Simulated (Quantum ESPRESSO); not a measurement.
FeO, 2 atoms in the cell. Symmetry: I4/mmm, No. 139, tetragonal system. The conventional cell has a = 3.204 Å, b = 3.204 Å, c = 4.167 Å, α = 90.00°, β = 90.00°, γ = 90.00°. Around Fe (site symmetry 4/mmm) lie 6 O at 2.08 to 2.27 Å. Around O (site symmetry 4/mmm) lie 6 Fe at 2.08 to 2.27 Å. The cell comes from a database or a generator and needn't be the stable form of this composition.

```yaml
Program: Quantum ESPRESSO 7.5
Task: single point
Functional: PBEsol
Potentials_or_basis: GBRV 1.5 PBEsol
Cutoff: 762 eV
Density_cutoff: 6095 eV
k_mesh: 12 × 12 × 12
Occupations: fermi-dirac, width 0.05 eV
Spin: collinear spin, ferromagnetic start
Starting_moments: "[3.0, 0.0] μB"
Mixing_beta: 0.3
Most_SCF_iterations: 120
SCF_threshold: 4e-10 Ry
```

Potentials or basis: GBRV 1.5 PBEsol.

Launch:

```bash
$ OMP_NUM_THREADS=1 python run.py
```

Hardware: 2 MPI ranks on Arm Neoverse V2, on a shared host.

**Question.** How long does it take, and how much memory?

**Answer.** Wall time 60 s on 2 MPI ranks on Arm Neoverse V2, with other jobs on the host, peak memory 0.3 GiB a rank. Counts: scf iterations 12, k pools 2, bands 21, k points 163, g dense 23179.
